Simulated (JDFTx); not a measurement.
# AgCl (Chlorargyrite) (Fm-3m) in JDFTx: reference runs

How does AgCl (Chlorargyrite) come out in PBE? The cell is run as given and disturbed, and energy against volume gives the equilibrium volume and stiffness.

Program: JDFTx 1.7.0 (patched build). These are calculated values, not measurements. Logs are shortened: lines on timing, memory, paths and dates and some standing lists are left out, and cuts for length are marked. The log counts tension as positive stress, the text compression.

**Measured values to compare with.**

A printed reference work, data compilation reports, for a bulk crystal of AgCl: band gap 3.249 eV (indirect).

How close the calculation comes is told below.

### 1 Starting point

Symmetry: Fm-3m, No. 225, cubic system. The conventional cell has a = 5.470 Å, b = 5.470 Å, c = 5.470 Å, α = 90.00°, β = 90.00°, γ = 90.00°. Ag (site symmetry m-3m) is surrounded by 6 Cl at 2.73 Å. Cl (site symmetry m-3m) is surrounded by 6 Ag at 2.73 Å.

### 2 Single point, PBE

Contents of AgCl.in:

```
lattice \
    0.0000000000     5.1684009509     5.1684009509 \
    5.1684009509     0.0000000000     5.1684009509 \
    5.1684009509     5.1684009509     0.0000000000
coords-type Lattice
ion Ag     0.0000000000     0.0000000000     0.0000000000 1
ion Cl     0.5000000000     0.5000000000     0.5000000000 1

ion-species pseudo/Ag.upf
ion-species pseudo/Cl.upf
elec-cutoff 41 328
elec-ex-corr gga-PBE
kpoint-folding 8 8 8
elec-smearing Fermi 0.0018374661
elec-n-bands 19
electronic-SCF nIterations 100 energyDiffThreshold 1e-09
electronic-minimize nIterations 30 energyDiffThreshold 1e-7
converge-empty-states yes
forces-output-coords Cartesian

dump-name run.$VAR
dump End Ecomponents EigStats BandEigs Kpoints Forces Stress
```

Potentials or basis: PseudoDojo-SR-PBE-0.5-standard.

Launch:

```console
jdftx -c 1 -i AgCl.in -o AgCl.out
```

Standard output:

```text
*************** JDFTx 1.7.0 (patched build) ***************

[... 9 lines left out ...]
---------- Initializing the Grid ----------
R =
[            0       5.1684       5.1684  ]
[       5.1684            0       5.1684  ]
[       5.1684       5.1684            0  ]
unit cell volume = 276.12
G =
[  -0.607846   0.607846   0.607846  ]
[   0.607846  -0.607846   0.607846  ]
[   0.607846   0.607846  -0.607846  ]
Minimum fftbox size, Smin = [  60  60  60  ]
Chosen fftbox size, S = [  60  60  60  ]

---------- Initializing tighter grid for wavefunction operations ----------
R =
[            0       5.1684       5.1684  ]
[       5.1684            0       5.1684  ]
[       5.1684       5.1684            0  ]
unit cell volume = 276.12
G =
[  -0.607846   0.607846   0.607846  ]
[   0.607846  -0.607846   0.607846  ]
[   0.607846   0.607846  -0.607846  ]
Minimum fftbox size, Smin = [  44  44  44  ]
Chosen fftbox size, S = [  48  48  48  ]

---------- Exchange Correlation functional ----------
Initalized PBE GGA exchange.
Initalized PBE GGA correlation.

---------- Setting up pseudopotentials ----------
Width of ionic core gaussian charges (only for fluid interactions / plotting) set to 0

Reading pseudopotential file 'pseudo/Ag.upf':
  'Ag' pseudopotential, 'PBE' functional
  Generated using ONCVPSP code by D. R. Hamann
  19 valence electrons, 4 orbitals, 6 projectors, 1001 radial grid points, with lMax = 2
    4S    l: 0   occupation:  2.0   eigenvalue: -3.493089
    4P    l: 1   occupation:  6.0   eigenvalue: -2.152308
    4D    l: 2   occupation: 10.0   eigenvalue: -0.273545
    5S    l: 0   occupation:  1.0   eigenvalue: -0.161880
  Core radius for overlap checks: 1.53 bohrs.

Reading pseudopotential file 'pseudo/Cl.upf':
  'Cl' pseudopotential, 'PBE' functional
  Generated using ONCVPSP code by D. R. Hamann
  7 valence electrons, 2 orbitals, 6 projectors, 1001 radial grid points, with lMax = 2
    3S    l: 0   occupation:  2.0   eigenvalue: -0.760417
    3P    l: 1   occupation:  5.0   eigenvalue: -0.315867
  Core radius for overlap checks: 1.71 bohrs.

Initialized 2 species with 2 total atoms.

Folded 1 k-points by 8x8x8 to 512 k-points.

---------- Setting up k-points, bands, fillings ----------
Reduced to 29 k-points under symmetry.
Computing the number of bands and number of electrons
Calculating initial fillings.
nElectrons:  26.000000   nBands: 19   nStates: 29

----- Setting up reduced wavefunction bases (one per k-point) -----
average nbasis = 3462.350 , ideal nbasis = 3462.329

---------- Setting up ewald sum ----------
Optimum gaussian width for ewald sums = 2.347398 bohr.
Real space sum over 1331 unit cells with max indices [  5  5  5  ]
Reciprocal space sum over 2197 terms with max indices [  6  6  6  ]

---------- Allocating electronic variables ----------
Initializing wave functions:  linear combination of atomic orbitals
Note: number of bands (19) exceeds available atomic orbitals (14)
Ag pseudo-atom occupations:   s ( 2 1 )  p ( 6 )  d ( 10 )
Cl pseudo-atom occupations:   s ( 2 )  p ( 5 )
	FillingsUpdate:  mu: +0.364756723  nElectrons: 26.000000
LCAOMinimize: Iter:   0  F: -162.4349118201175770  |grad|_K:  1.691e-03  alpha:  1.000e+00
	FillingsUpdate:  mu: +0.358368695  nElectrons: 26.000000
LCAOMinimize: Iter:   1  F: -162.4432715532302893  |grad|_K:  1.143e-04  alpha:  5.207e-01  linmin: -1.837e-01  cgtest:  4.176e-01
LCAOMinimize: Encountered beta<0, resetting CG.
	FillingsUpdate:  mu: +0.357296082  nElectrons: 26.000000
LCAOMinimize: Iter:   2  F: -162.4433189451679880  |grad|_K:  1.133e-05  alpha:  6.947e-01  linmin:  1.525e-02  cgtest: -5.147e-02
	FillingsUpdate:  mu: +0.357282490  nElectrons: 26.000000
LCAOMinimize: Iter:   3  F: -162.4433193118376551  |grad|_K:  1.612e-06  alpha:  5.500e-01  linmin:  1.146e-04  cgtest:  5.636e-02
	FillingsUpdate:  mu: +0.357293334  nElectrons: 26.000000
LCAOMinimize: Iter:   4  F: -162.4433193240191713  |grad|_K:  2.025e-07  alpha:  8.955e-01  linmin: -2.228e-04  cgtest:  6.105e-05
LCAOMinimize: Converged (|Delta F|<1.000000e-06 for 2 iters).

-------- Electronic minimization -----------
Will mix electronic density at each iteration.
	FillingsUpdate:  mu: +0.357293334  nElectrons: 26.000000
	FillingsUpdate:  mu: +0.352000698  nElectrons: 26.000000
SCF: Cycle:  0   F: -162.472833896513890   dF: -2.951e-02   |Residual|: 4.985e-02   |deigs|: 1.161e-01
	FillingsUpdate:  mu: +0.346488635  nElectrons: 26.000000
SCF: Cycle:  1   F: -162.475732003227989   dF: -2.898e-03   |Residual|: 1.439e-02   |deigs|: 1.119e-02
	FillingsUpdate:  mu: +0.344818759  nElectrons: 26.000000
SCF: Cycle:  2   F: -162.475961541705232   dF: -2.295e-04   |Residual|: 4.307e-03   |deigs|: 3.167e-03
	FillingsUpdate:  mu: +0.345189527  nElectrons: 26.000000
SCF: Cycle:  3   F: -162.475969133947075   dF: -7.592e-06   |Residual|: 1.407e-03   |deigs|: 8.324e-04
	FillingsUpdate:  mu: +0.344941576  nElectrons: 26.000000
SCF: Cycle:  4   F: -162.475971467165834   dF: -2.333e-06   |Residual|: 7.758e-04   |deigs|: 5.961e-04
	FillingsUpdate:  mu: +0.345084311  nElectrons: 26.000000
SCF: Cycle:  5   F: -162.475972454440068   dF: -9.873e-07   |Residual|: 1.684e-04   |deigs|: 3.173e-04
	FillingsUpdate:  mu: +0.345103327  nElectrons: 26.000000
SCF: Cycle:  6   F: -162.475972631504618   dF: -1.771e-07   |Residual|: 1.170e-04   |deigs|: 1.585e-04
	FillingsUpdate:  mu: +0.345098476  nElectrons: 26.000000
SCF: Cycle:  7   F: -162.475972700476916   dF: -6.897e-08   |Residual|: 4.069e-05   |deigs|: 1.357e-04
	FillingsUpdate:  mu: +0.345097407  nElectrons: 26.000000
SCF: Cycle:  8   F: -162.475972724096238   dF: -2.362e-08   |Residual|: 1.953e-05   |deigs|: 1.237e-04
	FillingsUpdate:  mu: +0.345098692  nElectrons: 26.000000
SCF: Cycle:  9   F: -162.475972732243804   dF: -8.148e-09   |Residual|: 9.347e-06   |deigs|: 1.160e-04
	FillingsUpdate:  mu: +0.345100210  nElectrons: 26.000000
SCF: Cycle: 10   F: -162.475972735448750   dF: -3.205e-09   |Residual|: 3.977e-06   |deigs|: 1.391e-04
	FillingsUpdate:  mu: +0.345100409  nElectrons: 26.000000
SCF: Cycle: 11   F: -162.475972736486028   dF: -1.037e-09   |Residual|: 4.788e-06   |deigs|: 1.291e-04
	FillingsUpdate:  mu: +0.345100187  nElectrons: 26.000000
SCF: Cycle: 12   F: -162.475972736953366   dF: -4.673e-10   |Residual|: 1.869e-06   |deigs|: 1.557e-04
	FillingsUpdate:  mu: +0.345100020  nElectrons: 26.000000
SCF: Cycle: 13   F: -162.475972737075210   dF: -1.218e-10   |Residual|: 1.619e-06   |deigs|: 1.443e-04
SCF: Converged (|Delta E|<1.000000e-09 for 2 iters).

Setting wave functions to eigenvectors of Hamiltonian
Converging empty states (this may take a while): |deigs|: 7.575e-04

# Stress tensor in Cartesian coordinates [Eh/a0^3]:
[ -0.000130309            0            0  ]
[            0 -0.000130309            0  ]
[            0            0 -0.000130309  ]

# Ionic positions in lattice coordinates:
ion Ag   0.000000000000000   0.000000000000000   0.000000000000000 1
ion Cl   0.500000000000000   0.500000000000000   0.500000000000000 1

# Forces in Cartesian coordinates:
force Ag  -0.000000000000000  -0.000000000000000   0.000000000000000 1
force Cl   0.000000000000000  -0.000000000000000   0.000000000000000 1

# Energy components:
   Eewald =     -104.9484365845424918
       EH =       49.5689772415343555
     Eloc =     -147.5402480018640574
      Enl =        0.1992330506888451
      Exc =      -27.6855054057040491
 Exc_core =        8.9715552272053927
       KE =       58.9584518155923902
-------------------------------------
     Etot =     -162.4759726570896419
       TS =        0.0000000799855636
-------------------------------------
        F =     -162.4759727370752103

IonicMinimize: Iter:   0  F: -162.475972737075210  |grad|_K:  3.714e-42
IonicMinimize: Converged (|grad|_K<1.000000e-04).

#--- Lowdin population analysis ---
# oxidation-state Ag +0.562
# oxidation-state Cl -0.479

Dumping 'run.eigStats' ...
	eMin: -2.977547 at state 0 ( [ +0.000000 +0.000000 +0.000000 ] spin 0 )
	HOMO: +0.325625 at state 4 ( [ +0.000000 +0.000000 +0.500000 ] spin 0 )
	mu  : +0.345100
	LUMO: +0.358939 at state 0 ( [ +0.000000 +0.000000 +0.000000 ] spin 0 )
	eMax: +0.868458 at state 17 ( [ +0.000000 +0.375000 +0.375000 ] spin 0 )
	HOMO-LUMO gap: +0.033314
	Optical gap  : +0.122079 at state 1 ( [ +0.000000 +0.000000 +0.125000 ] spin 0 )
Done!
[note: mu as printed may lie anywhere between the filled and the empty levels]
```

It took 2.4 min on 1 thread of Arm Neoverse V1, shared host; peak memory 0.14 GiB.

What came out:

```yaml
Free_energy: -4421.1964 eV
Pressure: 3.8 GPa
Band_gap_on_the_k_mesh: 0.91 eV, indirect (least direct gap 3.32 eV)
Loewdin_charges: Ag +0.56; Cl -0.48 e
```

Levels at points of the mesh, in eV from the valence-band top:
| k point | band 10 | band 11 | band 12 | band 13 | band 14 | band 15 | band 16 | band 17 |
| --- | --- | --- | --- | --- | --- | --- | --- | --- |
| (0.00, 0.00, 0.00) | -2.57 | -2.49 | -2.49 | -2.49 | 0.91 | 10.67 | 10.67 | 10.67 |
| (0.00, 0.00, 0.50) | -2.21 | -1.87 | 0.00 | 0.00 | 4.12 | 6.77 | 7.53 | 7.53 |
| (0.00, 0.50, 0.50) | -2.36 | -2.08 | -2.08 | -1.96 | 2.31 | 7.90 | 8.78 | 11.75 |

### 3 Single point, PBE (atoms moved at random, drawn with an rms of 0.05 Å)

Changes to AgCl.in since step 2:

```diff
@@ -5,4 +5,4 @@
 coords-type Lattice
-ion Ag     0.0000000000     0.0000000000     0.0000000000 1
-ion Cl     0.5000000000     0.5000000000     0.5000000000 1
+ion Ag    -0.0171980000     0.0112950000    -0.0044850000 1
+ion Cl     0.4962840000     0.5090750000     0.5035600000 1
 
@@ -21,2 +21,2 @@
 dump-name run.$VAR
-dump End Ecomponents EigStats BandEigs Kpoints Forces Stress
+dump End Ecomponents EigStats BandEigs Kpoints Forces Stress ElecDensity Dtot KEdensity
```

Potentials or basis: PseudoDojo-SR-PBE-0.5-standard.

Launch:

```console
jdftx -c 1 -i AgCl.in -o AgCl.out
```

Standard output:

```text
*************** JDFTx 1.7.0 (patched build) ***************

Input parsed successfully to the following command list (including defaults):
[... the input with its defaults ...]

---------- Setting up symmetries ----------

Found 48 point-group symmetries of the bravais lattice
Found 1 space-group symmetries with basis
Applied RMS atom displacement 0 bohrs to make symmetries exact.

---------- Initializing the Grid ----------
R =
[            0       5.1684       5.1684  ]
[       5.1684            0       5.1684  ]
[       5.1684       5.1684            0  ]
unit cell volume = 276.12
G =
[  -0.607846   0.607846   0.607846  ]
[   0.607846  -0.607846   0.607846  ]
[   0.607846   0.607846  -0.607846  ]
Minimum fftbox size, Smin = [  60  60  60  ]
Chosen fftbox size, S = [  60  60  60  ]

---------- Initializing tighter grid for wavefunction operations ----------
R =
[            0       5.1684       5.1684  ]
[       5.1684            0       5.1684  ]
[       5.1684       5.1684            0  ]
unit cell volume = 276.12
G =
[  -0.607846   0.607846   0.607846  ]
[   0.607846  -0.607846   0.607846  ]
[   0.607846   0.607846  -0.607846  ]
Minimum fftbox size, Smin = [  44  44  44  ]
Chosen fftbox size, S = [  48  48  48  ]

---------- Exchange Correlation functional ----------
Initalized PBE GGA exchange.
Initalized PBE GGA correlation.

---------- Setting up pseudopotentials ----------
Width of ionic core gaussian charges (only for fluid interactions / plotting) set to 0

Reading pseudopotential file 'pseudo/Ag.upf':
  'Ag' pseudopotential, 'PBE' functional
  Generated using ONCVPSP code by D. R. Hamann
  19 valence electrons, 4 orbitals, 6 projectors, 1001 radial grid points, with lMax = 2
    4S    l: 0   occupation:  2.0   eigenvalue: -3.493089
    4P    l: 1   occupation:  6.0   eigenvalue: -2.152308
    4D    l: 2   occupation: 10.0   eigenvalue: -0.273545
    5S    l: 0   occupation:  1.0   eigenvalue: -0.161880
  Core radius for overlap checks: 1.53 bohrs.

Reading pseudopotential file 'pseudo/Cl.upf':
  'Cl' pseudopotential, 'PBE' functional
  Generated using ONCVPSP code by D. R. Hamann
  7 valence electrons, 2 orbitals, 6 projectors, 1001 radial grid points, with lMax = 2
    3S    l: 0   occupation:  2.0   eigenvalue: -0.760417
    3P    l: 1   occupation:  5.0   eigenvalue: -0.315867
  Core radius for overlap checks: 1.71 bohrs.

Initialized 2 species with 2 total atoms.

Folded 1 k-points by 8x8x8 to 512 k-points.

---------- Setting up k-points, bands, fillings ----------
Adding inversion symmetry to k-mesh for non-inversion-symmetric unit cell.
Reduced to 260 k-points under symmetry.
Computing the number of bands and number of electrons
Calculating initial fillings.
nElectrons:  26.000000   nBands: 19   nStates: 260

----- Setting up reduced wavefunction bases (one per k-point) -----
average nbasis = 3462.350 , ideal nbasis = 3462.329

---------- Setting up ewald sum ----------
Optimum gaussian width for ewald sums = 2.347398 bohr.
Real space sum over 1331 unit cells with max indices [  5  5  5  ]
Reciprocal space sum over 2197 terms with max indices [  6  6  6  ]

---------- Allocating electronic variables ----------
Initializing wave functions:  linear combination of atomic orbitals
Note: number of bands (19) exceeds available atomic orbitals (14)
Ag pseudo-atom occupations:   s ( 2 1 )  p ( 6 )  d ( 10 )
Cl pseudo-atom occupations:   s ( 2 )  p ( 5 )
	FillingsUpdate:  mu: +0.365000498  nElectrons: 26.000000
LCAOMinimize: Iter:   0  F: -162.4340483107618809  |grad|_K:  5.648e-04  alpha:  1.000e+00
	FillingsUpdate:  mu: +0.358576349  nElectrons: 26.000000
LCAOMinimize: Iter:   1  F: -162.4424269758603714  |grad|_K:  3.812e-05  alpha:  5.226e-01  linmin: -2.128e-01  cgtest:  4.021e-01
LCAOMinimize: Encountered beta<0, resetting CG.
	FillingsUpdate:  mu: +0.357498754  nElectrons: 26.000000
LCAOMinimize: Iter:   2  F: -162.4424746620473172  |grad|_K:  3.570e-06  alpha:  7.005e-01  linmin:  2.003e-02  cgtest: -5.764e-02
	FillingsUpdate:  mu: +0.357489190  nElectrons: 26.000000
LCAOMinimize: Iter:   3  F: -162.4424749914115580  |grad|_K:  5.693e-07  alpha:  5.553e-01  linmin:  8.638e-05  cgtest:  5.663e-02
	FillingsUpdate:  mu: +0.357500617  nElectrons: 26.000000
LCAOMinimize: Iter:   4  F: -162.4424750048110582  |grad|_K:  6.689e-08  alpha:  8.812e-01  linmin:  2.193e-04  cgtest: -1.818e-03
LCAOMinimize: Converged (|Delta F|<1.000000e-06 for 2 iters).

-------- Electronic minimization -----------
Will mix electronic density at each iteration.
	FillingsUpdate:  mu: +0.357500617  nElectrons: 26.000000
	FillingsUpdate:  mu: +0.352278959  nElectrons: 26.000000
SCF: Cycle:  0   F: -162.472561482270493   dF: -3.009e-02   |Residual|: 5.111e-02   |deigs|: 1.188e-01
	FillingsUpdate:  mu: +0.346530659  nElectrons: 26.000000
SCF: Cycle:  1   F: -162.475586934834610   dF: -3.025e-03   |Residual|: 1.462e-02   |deigs|: 1.176e-02
	FillingsUpdate:  mu: +0.344787147  nElectrons: 26.000000
SCF: Cycle:  2   F: -162.475826510863328   dF: -2.396e-04   |Residual|: 4.466e-03   |deigs|: 3.163e-03
	FillingsUpdate:  mu: +0.345145642  nElectrons: 26.000000
SCF: Cycle:  3   F: -162.475834482224514   dF: -7.971e-06   |Residual|: 1.508e-03   |deigs|: 9.213e-04
	FillingsUpdate:  mu: +0.344931949  nElectrons: 26.000000
SCF: Cycle:  4   F: -162.475837191690829   dF: -2.709e-06   |Residual|: 4.537e-04   |deigs|: 5.235e-04
	FillingsUpdate:  mu: +0.344990540  nElectrons: 26.000000
SCF: Cycle:  5   F: -162.475837740071540   dF: -5.484e-07   |Residual|: 1.341e-04   |deigs|: 2.156e-04
	FillingsUpdate:  mu: +0.345028460  nElectrons: 26.000000
SCF: Cycle:  6   F: -162.475837898443046   dF: -1.584e-07   |Residual|: 8.240e-05   |deigs|: 1.806e-04
	FillingsUpdate:  mu: +0.345031390  nElectrons: 26.000000
SCF: Cycle:  7   F: -162.475837958029132   dF: -5.959e-08   |Residual|: 1.939e-05   |deigs|: 1.958e-04
	FillingsUpdate:  mu: +0.345032202  nElectrons: 26.000000
SCF: Cycle:  8   F: -162.475837978442797   dF: -2.041e-08   |Residual|: 1.290e-05   |deigs|: 1.910e-04
	FillingsUpdate:  mu: +0.345033299  nElectrons: 26.000000
SCF: Cycle:  9   F: -162.475837986348154   dF: -7.905e-09   |Residual|: 4.036e-06   |deigs|: 2.223e-04
	FillingsUpdate:  mu: +0.345034144  nElectrons: 26.000000
SCF: Cycle: 10   F: -162.475837989067344   dF: -2.719e-09   |Residual|: 2.298e-06   |deigs|: 2.642e-04
	FillingsUpdate:  mu: +0.345034252  nElectrons: 26.000000
SCF: Cycle: 11   F: -162.475837990149699   dF: -1.082e-09   |Residual|: 1.961e-06   |deigs|: 2.797e-04
	FillingsUpdate:  mu: +0.345034051  nElectrons: 26.000000
SCF: Cycle: 12   F: -162.475837990524184   dF: -3.745e-10   |Residual|: 8.754e-07   |deigs|: 2.337e-04
	FillingsUpdate:  mu: +0.345034087  nElectrons: 26.000000
SCF: Cycle: 13   F: -162.475837990674677   dF: -1.505e-10   |Residual|: 2.484e-07   |deigs|: 2.353e-04
SCF: Converged (|Delta E|<1.000000e-09 for 2 iters).

Setting wave functions to eigenvectors of Hamiltonian
Converging empty states (this may take a while): |deigs|: 1.834e-03

# Stress tensor in Cartesian coordinates [Eh/a0^3]:
[ -0.000130688  6.75074e-07  3.86427e-07  ]
[  6.75074e-07 -0.000137265  1.33389e-06  ]
[  3.86427e-07  1.33389e-06 -0.000132096  ]

# Ionic positions in lattice coordinates:
ion Ag  -0.017198000000000   0.011295000000000  -0.004485000000000 1
ion Cl   0.496284000000000   0.509075000000000   0.503560000000000 1

# Forces in Cartesian coordinates:
force Ag   0.000473252507405   0.001831197737069   0.000942820103765 1
force Cl  -0.000478573560897  -0.001828394514972  -0.000933756015438 1

# Energy components:
   Eewald =     -104.9316167938899866
       EH =       49.5838202456668711
     Eloc =     -147.5722499800265268
      Enl =        0.1995799801545185
      Exc =      -27.6858405168038892
 Exc_core =        8.9715546864725937
       KE =       58.9589144633000899
-------------------------------------
     Etot =     -162.4758379151263625
       TS =        0.0000000755483178
-------------------------------------
        F =     -162.4758379906746768

IonicMinimize: Iter:   0  F: -162.475837990674677  |grad|_K:  1.219e-03
IonicMinimize: None of the convergence criteria satisfied after 0 iterations.

#--- Lowdin population analysis ---
# oxidation-state Ag +0.562
# oxidation-state Cl -0.479

Dumping 'run.eigStats' ...
	eMin: -2.977618 at state 0 ( [ +0.000000 +0.000000 +0.000000 ] spin 0 )
	HOMO: +0.325784 at state 259 ( [ +0.500000 +0.500000 +0.500000 ] spin 0 )
	mu  : +0.345034
	LUMO: +0.358990 at state 0 ( [ +0.000000 +0.000000 +0.000000 ] spin 0 )
	eMax: +0.883015 at state 33 ( [ +0.000000 +0.500000 +0.500000 ] spin 0 )
	HOMO-LUMO gap: +0.033206
	Optical gap  : +0.116985 at state 0 ( [ +0.000000 +0.000000 +0.000000 ] spin 0 )
Done!
[note: mu as printed may lie anywhere between the filled and the empty levels]
```

It took 21 min on 1 thread of Arm Neoverse V1, shared host; peak memory 0.81 GiB.

Results:

| Item | Value |
| --- | --- |
| Free energy | -4421.1928 eV |
| Pressure | 3.9 GPa |
| Largest force | 0.109 eV/Å |
| Band gap on the k mesh | 0.90 eV, indirect (least direct gap 3.18 eV) |
| Loewdin charges | Ag +0.56; Cl -0.48 e |

Forces on the atoms (eV/Å):
```
Ag   0.024  0.094  0.048
Cl  -0.025 -0.094 -0.048
```

A k mesh can miss the band edges.

### 4 Equation of state, PBE, 19.23 Å³/atom (volume scaled by 0.94)

Contents of AgCl.in:

```
lattice \
    0.0000000000     5.0628937757     5.0628937757 \
    5.0628937757     0.0000000000     5.0628937757 \
    5.0628937757     5.0628937757     0.0000000000
coords-type Lattice
ion Ag     0.0000000000     0.0000000000     0.0000000000 1
ion Cl     0.5000000000     0.5000000000     0.5000000000 1

ion-species pseudo/Ag.upf
ion-species pseudo/Cl.upf
elec-cutoff 41 328
elec-ex-corr gga-PBE
kpoint-folding 8 8 8
elec-smearing Fermi 0.0018374661
elec-n-bands 19
electronic-SCF nIterations 100 energyDiffThreshold 1e-09
electronic-minimize nIterations 30 energyDiffThreshold 1e-7
forces-output-coords Cartesian

dump-name run.$VAR
dump End Ecomponents EigStats BandEigs Kpoints Forces Stress
```

Launch:

```console
jdftx -c 1 -i AgCl.in -o AgCl.out
```

Run time: 2.1 min. Hardware: 1 thread of Arm Neoverse V1, shared host; peak memory 0.13 GiB.

The run converged. Its results:

* Free energy: -4421.1044 eV
* Pressure: 8.3 GPa
* Band gap on the k mesh: 0.91 eV, indirect (least direct gap 3.56 eV)
* Loewdin charges: Ag +0.56; Cl -0.47 e

[end of part 1 of 2]
